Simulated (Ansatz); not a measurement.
# Ir (211): surface energy and levels, part 3 of 3

This session takes Ir and sets out to relax the bulk, then cut the (211) surface, relax it and get its surface energy and levels.

Ansatz 0.2.0; DFT PBEsol, scalar-relativistic, plane waves, PAW. Earlier steps stand in the parts before.

**7. All atoms of the slab relaxed**

input.yaml reads:

```yaml
crystal:
  lattice:
    - [2.708380993, 0.0, 0.0]
    - [0.0, 6.6341514618, 0.0]
    - [0.0, 0.0, 24.3821069722]
  atoms:
    - { symbol: Ir, position: [0.5, 0.6666666667, 0.3076026206] }
    - { symbol: Ir, position: [0.0, 0.3333333333, 0.3396688505] }
    - { symbol: Ir, position: [0.5, 0.0, 0.3717350804] }
    - { symbol: Ir, position: [0.0, 0.6666666667, 0.4038013103] }
    - { symbol: Ir, position: [0.5, 0.3333333333, 0.4358675402] }
    - { symbol: Ir, position: [0.0, 0.0, 0.4679337701] }
    - { symbol: Ir, position: [0.5, 0.6666666667, 0.5] }
    - { symbol: Ir, position: [0.0, 0.3333333333, 0.5320662299] }
    - { symbol: Ir, position: [0.5, 0.0, 0.5641324598] }
    - { symbol: Ir, position: [0.0, 0.6666666667, 0.5961986897] }
    - { symbol: Ir, position: [0.5, 0.3333333333, 0.6282649196] }
    - { symbol: Ir, position: [0.0, 0.0, 0.6603311495] }
    - { symbol: Ir, position: [0.5, 0.6666666667, 0.6923973794] }
basis:
  ecutwfc: 420
kpoints:
  mp_grid: { grid: [13, 5, 1] }
hamiltonian:
  xc: pbesol
scf:
  occupations: { method: gaussian, width: 0.1 }
output:
  forces: true
  eigenvalues: true
relax:
  adjacent_minimum: "off"
  f_tol: 0.02
  max_steps: 60
efield:
  axis: 3
  dipole_correction: true
  ramp_width: 0.04
```

Started as:

```console
$ ansatz run input.yaml --threads 8 --pin off --max-ram 15360MiB --backend cpu --events-out ev --progress --plain --runs-dir out
```

Standard output:

```text
Warning: RAYON_NUM_THREADS=8 ignored (pool sized by the plan → 8); use --threads N
Engine: ansatz 0.2.0, aarch64-unknown-linux-gnu
Pseudopotentials: kind: paw
Pseudopotential: Ir, paw, valence charge 17, recommended cutoff 420 eV (normal), Ir.paw.azcp
Functional definition: PBEsol
  exchange = pbesol_x
  correlation = pbesol_c
Crystal: 13 atoms, lattice volume = 438.093 Å³
Basis set: ecut = 420 eV, 8623 PW (Γ), exchange–correlation on 40×90×360 points (8 copies of the dense FFT grid, shifted against one another)
Bands: 133, of which v1, the nominal top of the filled ones, is band 111 counted from 1 (110 counted from 0)
Symmetry: 2 space group operations
k-points: 21 of 65 (time reversal used)
Non-local potential: Ir, projectors of the file, l = 0: 3, l = 1: 2, l = 2: 2, l = 3: 1
PAW form: soft (Blöchl's): semilocal exchange-correlation on the pseudo side does not see the compensation charge
PAW frozen core: Ir, regenerated for the run's functional, and the local potential with it (the file was generated under x = pbe(κ = 0.804, μ = 0.2195149727645171), c = pbe(β = 0.06672455060314922))
PAW one-centre angular grid: Ir, 590 points (default); XC on 64 Gauss nodes
Initial density: superposition of atomic densities (neutral atoms: chi_scale 0, normalization atom), corrected by the library's trained network
Initial wavefunctions: pseudopotential atomic-orbital guess
Functional: x = pbesol(κ = 0.804, μ = 0.12345679012345678), c = pbesol(β = 0.046)
SCF iter   1: F=—  HF=-153380.102673 eV  |F-HF|=—  |Δ(HF+E_count)|=         —  Δρ=1.06e-2  dr2=4.24e0  ethr=1.77e-3  p=-0.000 e·Å  D=-2.50e-12 V/Å  ΔV_dip=0.00 eV  dr2_dipole=3.81e-7  V_vac-E_F(+/−)=5.05/5.05 eV  ⟨swp⟩=7.1  Hψ=11332  notcnv=0  defer=45
efield: sawtooth ramp at fractional position 0.9800 (placed from the atoms, in the widest stretch of the axis that holds none; the zero of the levels goes with the place), width 0.0400; the density the first Hamiltonian is built on has a dipole p = -0.000 e·Å; the dipole correction subtracts the counter field D = -2.50e-12 V/Å, which shifts the + side's vacuum level by +0.00 eV against the − side's; the planar-averaged density in the ramp window peaks in size at 1.2e-5 e/Å³
preconditioner: auto → LDOS  [metal: Δε(μ)=0.007 eV  Ē_g=6.197 eV  σ=0.100 eV  W_gap=0.04  n_scr=84 (ndim 8)  ℏωp=19.2 eV  f_vac=0.517  D(μ)=15.52/eV (n_scr^D=108)  β→1.0]
SCF iter   2: F=—  HF=-153380.011564 eV  |F-HF|=—  |Δ(HF+E_count)|=   9.11e-2  Δρ=3.78e-3  dr2=5.78e-2  ethr=1.77e-3  p=-0.000 e·Å  D=-2.21e-5 V/Å  ΔV_dip=0.00 eV  dr2_dipole=5.47e-7  V_vac-E_F(+/−)=5.33/5.33 eV  ⟨swp⟩=1.2  Hψ=3218  notcnv=0  defer=110
SCF iter   3: F=—  HF=-153380.000420 eV  |F-HF|=—  |Δ(HF+E_count)|=   1.11e-2  Δρ=1.56e-3  dr2=1.76e-2  ethr=2.62e-5  p=0.000 e·Å  D=5.17e-6 V/Å  ΔV_dip=-0.00 eV  dr2_dipole=1.48e-7  V_vac-E_F(+/−)=5.36/5.36 eV  ⟨swp⟩=3.4  Hψ=6356  notcnv=0  defer=230
SCF iter   4: F=—  HF=-153379.997589 eV  |F-HF|=—  |Δ(HF+E_count)|=   2.83e-3  Δρ=3.73e-4  dr2=2.30e-3  ethr=7.99e-6  p=-0.000 e·Å  D=-2.07e-6 V/Å  ΔV_dip=0.00 eV  dr2_dipole=7.86e-12  V_vac-E_F(+/−)=5.38/5.38 eV  ⟨swp⟩=2.0  Hψ=3779  notcnv=0  defer=230
SCF iter   5: F=—  HF=-153379.997780 eV  |F-HF|=—  |Δ(HF+E_count)|=   1.91e-4  Δρ=1.48e-4  dr2=3.23e-4  ethr=1.04e-6  p=-0.000 e·Å  D=-2.71e-7 V/Å  ΔV_dip=0.00 eV  dr2_dipole=1.57e-11  V_vac-E_F(+/−)=5.39/5.39 eV  ⟨swp⟩=2.5  Hψ=4513  notcnv=0  defer=198
SCF iter   6: F=—  HF=-153379.997738 eV  |F-HF|=—  |Δ(HF+E_count)|=   4.26e-5  Δρ=4.78e-5  dr2=1.66e-5  ethr=1.46e-7  p=-0.000 e·Å  D=-4.72e-7 V/Å  ΔV_dip=0.00 eV  dr2_dipole=7.75e-12  V_vac-E_F(+/−)=5.39/5.39 eV  ⟨swp⟩=2.6  Hψ=4389  notcnv=0  defer=189
iter 7 did not close the SCF: its close was put off until two iterations running show no level that it waits for move by more than its bar (scf_convergence_deferred on its scf_iter line)
SCF iter   7: F=-153379.997741 eV  HF=-153379.997740 eV  |F-HF|=9.61e-7  |Δ(HF+E_count)|=   2.75e-6  Δρ=1.74e-5  dr2=2.53e-6  ethr=4.52e-9  p=-0.000 e·Å  D=-4.01e-7 V/Å  ΔV_dip=0.00 eV  dr2_dipole=3.34e-11  V_vac-E_F(+/−)=5.40/5.40 eV  ⟨swp⟩=15.5  Hψ=13131  notcnv=0
SCF iter   8: F=-153379.997743 eV  HF=-153379.997743 eV  |F-HF|=4.73e-8  |Δ(HF+E_count)|=   2.23e-6  Δρ=5.82e-6  dr2=3.40e-7  ethr=1.15e-9  p=-0.000 e·Å  D=-1.92e-7 V/Å  ΔV_dip=0.00 eV  dr2_dipole=6.26e-14  V_vac-E_F(+/−)=5.40/5.40 eV  ⟨swp⟩=6.1  Hψ=9662  notcnv=0
SCF 1 converged in 8 iterations: F = -153379.997743 eV  dr2 = 3.40e-7
relax step   1: F+E_penalty+E_count = -153379.99774256 eV  Δ(F+E_penalty+E_count) = +0.000e0 eV  max|allowed force component| = 1.463e0 eV/Å  Δτ_max = 0.0000 Å  (8 SCF iters, dr2 threshold 1.00e-5 eV, accepted)
[... 12 lines left out ...]
relax step   2: F+E_penalty+E_count = -153380.29405617 eV  Δ(F+E_penalty+E_count) = -2.963e-1 eV  max|allowed force component| = 8.471e-1 eV/Å  Δτ_max = 0.1948 Å  (6 SCF iters, dr2 threshold 1.00e-4 eV, accepted)
[... 8 lines left out ...]
relax step   3: F+E_penalty+E_count = -153380.36907321 eV  Δ(F+E_penalty+E_count) = -7.502e-2 eV  max|allowed force component| = 1.438e-1 eV/Å  Δτ_max = 0.0406 Å  (5 SCF iters, dr2 threshold 4.48e-5 eV, accepted)
[... 9 lines left out ...]
relax step   4: F+E_penalty+E_count = -153380.37348344 eV  Δ(F+E_penalty+E_count) = -4.410e-3 eV  max|allowed force component| = 4.188e-2 eV/Å  Δτ_max = 0.0209 Å  (6 SCF iters, dr2 threshold 1.29e-6 eV, accepted)
[... 10 lines left out ...]
relax step   5: F+E_penalty+E_count = -153380.37404832 eV  Δ(F+E_penalty+E_count) = -5.649e-4 eV  max|allowed force component| = 2.781e-2 eV/Å  Δτ_max = 0.0072 Å  (7 SCF iters, accepted)
[... 7 lines left out ...]
relax step   6: F+E_penalty+E_count = -153380.37415065 eV  Δ(F+E_penalty+E_count) = -1.023e-4 eV  max|allowed force component| = 4.555e-3 eV/Å  Δτ_max = 0.0015 Å  (4 SCF iters, accepted)
SCF converged after 4 iterations
Free energy (F): -153380.374151 eV
Harris-Foulkes:  -153380.374151 eV  (|F-HF|=1.98e-8)
Internal energy: -153380.304264 eV  (E = F + TS)
E sigma→0 (E₀):  -153380.339207 eV
Entropy (-TS):   -0.069886 eV (-5.376 meV/atom)
Fermi energy:    7.606544 eV
Dipole field:    D = -0.000003 V/Å  (p = -0.000007 e·Å, saw-weighted, corrected)
Work function:   Φ+ = 5.3759 eV   Φ− = 5.3759 eV
Levels:          The Fermi level and band energies are counted from a zero that moves with the ramp; work functions are not
--- Per-component energies (eV) ---
  E_band       = -5040.764586
  E_kinetic    = 8091.467989
  E_local      = -360667.494969  (includes V_loc(G=0)·N_el)
  E_nonlocal   = 991.433316
  E_hartree    = 176738.912491
  E_xc         = -3455.228148
  E_vxc        = -3883.618216  (∫ρ·V_xc dr)
  E_paw        = -118154.488151  (= ΣΔE_a)
  E_vpaw       = -3050.335513  (= ΣTr[D̂ρ^β])
  E_aug_tail   = 0.000729  (compensation charges beyond the density's cutoff)
  E_efield     = 0.000000  (sawtooth field / dipole correction)
  E_vefield    = 0.000000  (∫n·V_field dr)
  E_ewald      = 143071.643777
  E_core_change = 3.448702  (= ΣΔE_core)
  E_smearing   = -0.069886  (= −TS)
  E_closure    = 0.000000  (closes the sum)
  Σ components = -153380.374151   (vs F -153380.374151, Δ=0.00e0)
--- Forces (eV/Å), atoms counted from 1 ---
  atom   1  Ir     0.00000000     0.00426248    -0.00007593
  atom   2  Ir     0.00000000    -0.00269527     0.00166254
  atom   3  Ir     0.00000000    -0.00144909    -0.00214969
  atom   4  Ir     0.00000000     0.00050494     0.00254297
  atom   5  Ir     0.00000000    -0.00338493    -0.00455481
  atom   6  Ir     0.00000000    -0.00153155     0.00036968
  atom   7  Ir     0.00000000    -0.00000003     0.00000010
  atom   8  Ir     0.00000000     0.00153166    -0.00036969
  atom   9  Ir     0.00000000     0.00338506     0.00455495
  atom  10  Ir     0.00000000    -0.00050494    -0.00254297
  atom  11  Ir     0.00000000     0.00144901     0.00214979
  atom  12  Ir     0.00000000     0.00269534    -0.00166251
  atom  13  Ir     0.00000000    -0.00426251     0.00007604
  max |Σ_I F_I| component: 4.78e-7 eV/Å
--- Band table (eV; the first three rows and the last of 21) ---
  k-point 0: bands = ["-85.3414", "-85.3156", "-85.2836", "-85.2759", "-85.2570", "-85.2553", "-85.2496", "-84.9189", "-84.9189", "-84.8270", "-84.8270", "-84.4605", "-84.4605", "-42.5127", "-42.4691", "-42.4586", "-42.3665", "-42.3363", "-42.2933", "-42.2387", "-42.2123", "-42.0606", "-42.0570", "-42.0550", "-42.0535", "-42.0109", "-41.9557", "-41.9513", "-41.9471", "-41.9300", "-41.9298", "-41.8983", "-41.8819", "-41.8721", "-41.8150", "-41.8143", "-41.6784", "-41.6775", "-41.5874", "-41.5785", "-41.5782", "-41.5725", "-41.4816", "-41.4795", "-41.4448", "-41.4445", "-41.2583", "-41.2555", "-41.1638", "-41.1631", "-41.1606", "-41.1605", "-3.1978", "-1.9328", "-0.6234", "-0.3394", "-0.2758", "-0.1811", "0.1637", "0.3641", "0.4266", "0.5612", "0.8350", "0.9589", "1.1057", "1.3212", "1.6145", "2.3267", "2.6262", "2.8248", "3.1389", "3.1567", "3.1709", "3.3170", "3.4930", "3.5183", "3.6144", "3.7396", "3.7876", "3.8600", "3.8696", "3.9425", "4.1065", "4.1608", "4.1761", "4.3581", "4.3662", "4.4216", "4.4747", "4.5114", "4.5443", "4.6123", "4.7381", "4.8509", "4.8652", "5.2838", "5.4429", "5.5779", "5.8408", "5.9251", "5.9408", "6.0221", "6.3354", "6.4234", "6.4934", "6.5811", "6.6694", "6.8504", "6.8553", "7.0029", "7.2118", "7.2757", "7.3797", "7.8392", "8.0680", "8.2010", "8.2910", "8.3995", "8.4749", "8.5512", "8.5811", "8.6388", "8.6516", "8.8042", "9.0929", "9.1781", "9.6193", "9.7070", "10.5027", "10.7261", "11.3723", "12.1926", "12.3049"]
[... 3 lines left out ...]
--- Relaxed structure (6 steps of the walk, 6 accepted, 0 SCFs on fresh bases) ---
  F+E_penalty+E_count = -153380.37415065 eV   max|allowed force component| = 4.555e-3 eV/Å
  atoms:
    - { symbol: Ir, position: [0.49999999999999994, 0.6516903986665711, 0.31369535291569417] }
    - { symbol: Ir, position: [0.0, 0.33147539400420445, 0.343720629219939] }
    - { symbol: Ir, position: [0.49999999999999994, 0.0013502530259048605, 0.3688392068495092] }
    - { symbol: Ir, position: [0.0, 0.6694790171714313, 0.4043554713240675] }
    - { symbol: Ir, position: [0.49999999999999994, 0.33116512524424413, 0.43830815789879635] }
    - { symbol: Ir, position: [0.0, -0.0013915960143827191, 0.46678682013475964] }
    - { symbol: Ir, position: [0.49999999999999994, 0.6666666641664043, 0.499999999632795] }
    - { symbol: Ir, position: [0.0, 0.33472492829214245, 0.5332131798241703] }
    - { symbol: Ir, position: [0.49999999999999994, 0.0021682058202485747, 0.5616918425905398] }
    - { symbol: Ir, position: [0.0, 0.6638543144644284, 0.5956445273431124] }
    - { symbol: Ir, position: [0.49999999999999994, 0.33198308233558566, 0.6311607953336688] }
    - { symbol: Ir, position: [0.0, 0.0018579423611972197, 0.6562793710959747] }
    - { symbol: Ir, position: [0.49999999999999994, 0.6816429371620188, 0.686304645836972] }
```

Run time: 2.4 min. Hardware: 8 threads of Arm Neoverse V1, shared host; peak memory 2.7 GiB.

The steps of the relaxation:

| step | E - E(step 1) (eV/cell) | largest force component (eV/Å) |
| --- | --- | --- |
| 1 | 0.0000 | 1.4632 |
| 2 | -0.2963 | 0.8471 |
| 3 | -0.3713 | 0.1438 |
| 4 | -0.3757 | 0.0419 |
| 5 | -0.3763 | 0.0278 |
| 6 | -0.3764 | 0.0046 |

Step 1 is the start.

From the log: work function 5.38 eV.

Plane-averaged electrostatic potential energy of an electron across the slab, counted from the Fermi level:

(z (Å), V (eV)): (1.90, 5.38), (2.44, 5.38), (2.71, 5.38), (3.25, 5.38), (3.52, 5.38), (4.06, 5.37), (4.33, 5.37), (4.88, 5.36), (5.15, 5.34), (5.69, 5.22), (6.23, 4.70), (6.50, 3.95), (7.04, -1.26), (7.31, -5.23), (7.86, -12.46), (8.13, -14.41), (8.67, -15.54), (8.94, -14.75), (9.48, -12.91), (9.75, -12.13), (10.29, -13.33), (10.84, -14.37), (11.11, -14.69), (11.65, -13.80), (11.92, -13.42), (12.46, -13.42), (12.73, -13.80), (13.27, -14.69), (13.55, -14.37), (14.09, -13.33), (14.63, -12.13), (14.90, -12.91), (15.44, -14.75), (15.71, -15.54), (16.25, -14.41), (16.53, -12.46), (17.07, -5.23), (17.34, -1.26), (17.88, 3.95), (18.15, 4.70), (18.69, 5.22), (19.23, 5.34), (19.51, 5.36), (20.05, 5.37), (20.32, 5.37), (20.86, 5.38), (21.13, 5.38), (21.67, 5.38), (21.94, 5.38), (22.49, 5.38)

**8. Surface energy and levels of (211)**

The surface energy is (E_slab − N·E_bulk) / 2A, with N = 13 atoms and A = 17.97 Å².

|  | as cut | relaxed |
| --- | --- | --- |
| surface energy, mean of both faces | 3.31 J/m² | 3.14 J/m² |
| work function | 5.40 eV | 5.38 eV |
| dipole along +c (e·Å/cell) | 0.000 | 0.000 |

Spacings of the planes, from the bottom up:

```
plane  atoms  spacing to the next, as cut (Å)  relaxed (Å)  change (%)  rumpling (Å)
    1     Ir                            0.782        0.732        -6.4         0.000
    2     Ir                            0.782        0.612       -21.7         0.000
    3     Ir                            0.782        0.866       +10.8         0.000
    4     Ir                            0.782        0.828        +5.9         0.000
    5     Ir                            0.782        0.694       -11.2         0.000
    6     Ir                            0.782        0.810        +3.6         0.000
    7     Ir                            0.782        0.810        +3.6         0.000
    8     Ir                            0.782        0.694       -11.2         0.000
    9     Ir                            0.782        0.828        +5.9         0.000
   10     Ir                            0.782        0.866       +10.8         0.000
   11     Ir                            0.782        0.612       -21.7         0.000
   12     Ir                            0.782        0.732        -6.4         0.000
   13     Ir                                                                   0.000
```

**9. Outcome**

What follows sums up all 3 parts. Changes of volume or cell count from the first structure of part 1.

```
                                 quantity                                                                      value
        bulk: relaxed cell (conventional)  a = 3.830 Å, b = 3.830 Å, c = 3.830 Å, α = 90.00°, β = 90.00°, γ = 90.00°
               bulk: space group (0.01 Å)                                                            Fm-3m (No. 225)
                             bulk: volume                                                              14.05 Å³/atom
surface energy, (211), cut with Ir on top                                                                  3.14 J/m²
 work function, (211), cut with Ir on top                                                                    5.38 eV
```

**Reading.** The bulk's relaxed volume is 0.8 % smaller than at the start. Against the measured lattice constant a of Ir, 3.837 Å (powder; “Phase stability and electronic structure of iridium metal at the megabar range”, 2019, pmc:6586894), the calculated 3.830 Å is off by -0.2 %. 2 values of this kind are on record in papers (3.837 to 3.838 Å); this one was drawn at random among those near their median, those with a stated uncertainty first. That is the cell relaxed with PBEsol, without thermal expansion or zero-point motion. The outermost spacing of (211) contracts by 6.4 %, and relaxation gains 0.170 J/m² a face. Another spacing, gap 11 from the bottom, changes more, by -21.7 %. Inner planes relax by over 3 % too, so the slab is too thin to hold a bulk-like region. The runs treat Ir without spin-orbit coupling.
